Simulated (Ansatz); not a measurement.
## A vibration from a frozen displacement in BaTe

All numbers below come from DFT PBE, scalar-relativistic, plane waves, PAW in Ansatz. Cutoff 420 eV, Γ-centred 6×6×6 k-points, Gaussian smearing of 0.05 eV. Spin–orbit coupling is left out, which matters for the heavy elements here. No spin polarisation. Energies are free energies at this smearing, counted from the undisturbed cell; pressure is positive in compression.

Reference structure (as given, not relaxed at this level; it stands at -0.4 GPa; this CsCl-type form isn't the usual structure):

```xyz
2
Lattice="4.2625 0.0000 0.0000 0.0000 4.2625 0.0000 0.0000 0.0000 4.2625" Properties=species:S:1:pos:R:3 pbc="T T T"
Ba    0.0000    0.0000    0.0000
Te    2.1312    2.1312    2.1312
```

Every Ba atom is moved by x along the Cartesian unit vector (0.000, 1.000, 0.000); the cell and all other atoms stay fixed. The cell's volume is 77.44 Å³; the moved atoms weigh 137.327 u together and the others 127.600 u. Some rows repeat others by symmetry and weren't run.

| x (Å) | ΔE (meV/cell) | total force on the moved atoms along the move (eV/Å) | pressure (GPa) |
| --- | --- | --- | --- |
| -0.5000 | 127.46 | 0.5745 | 1.3586 |
| -0.4375 | 94.48 | 0.4815 | 0.9491 |
| -0.3750 | 67.15 | 0.3939 | 0.5923 |
| -0.3125 | 45.11 | 0.3123 | 0.2899 |
| -0.2500 | 27.97 | 0.2375 | 0.0432 |
| -0.1875 | 15.28 | 0.1696 | -0.1471 |
| -0.1250 | 6.63 | 0.1082 | -0.2814 |
| -0.0625 | 1.63 | 0.0524 | -0.3610 |
| 0.0000 | 0.00 | 0.0000 | -0.3872 |
| 0.0625 | 1.63 | -0.0524 | -0.3610 |
| 0.1250 | 6.63 | -0.1082 | -0.2814 |
| 0.1875 | 15.28 | -0.1696 | -0.1471 |
| 0.2500 | 27.97 | -0.2375 | 0.0432 |
| 0.3125 | 45.11 | -0.3123 | 0.2899 |
| 0.3750 | 67.15 | -0.3939 | 0.5923 |
| 0.4375 | 94.48 | -0.4815 | 0.9491 |
| 0.5000 | 127.46 | -0.5745 | 1.3586 |

Q: What frequency belongs to this motion?

A: The force constant is k = −dF/dx = 0.838 eV/Å², from the parabola through x = -0.0625, 0 and 0.0625. In every cell the moved atoms swing against the rest, so the mass is μ = m₁m₂/(m₁ + m₂) = 66.142 u, and ν̃ = 521.5 cm⁻¹ × √(|k|/μ) = 59 cm⁻¹. To first order in x, and within 1 %, the force on every atom lies along the move and, within each of the two groups, in proportion to the atom's mass, so this is itself a mode at the zone centre of this cell, taken without macroscopic field (the transverse frequency in a polar insulator).

Q: How far does the harmonic law reach?

A: At x = -0.500 Å, kx²/2 = 104.80 meV against the computed 127.46 meV (+21.6 %): the well stiffens in this direction at large amplitude.

Q: The pressure changes with x². What does that say about the frequency under compression?

A: With E = k(V)x²/2, k ∝ V^(−2γ) and x scaling with the cell as V^(1/3), P − P0 = −∂E/∂V = (2γ − 2/3) ΔE/V. At x = 0.1250 Å, V(P − P0) = 77.44 × 0.10575 / 160.2 eV = 51.12 meV and ΔE = 6.63 meV, so γ = 1/3 + V(P − P0)/(2ΔE) = 4.19. This is the Grüneisen parameter of the motion under uniform scaling of the cell: shrinking the cell evenly by 1 % in volume raises the frequency by about 4.19 %.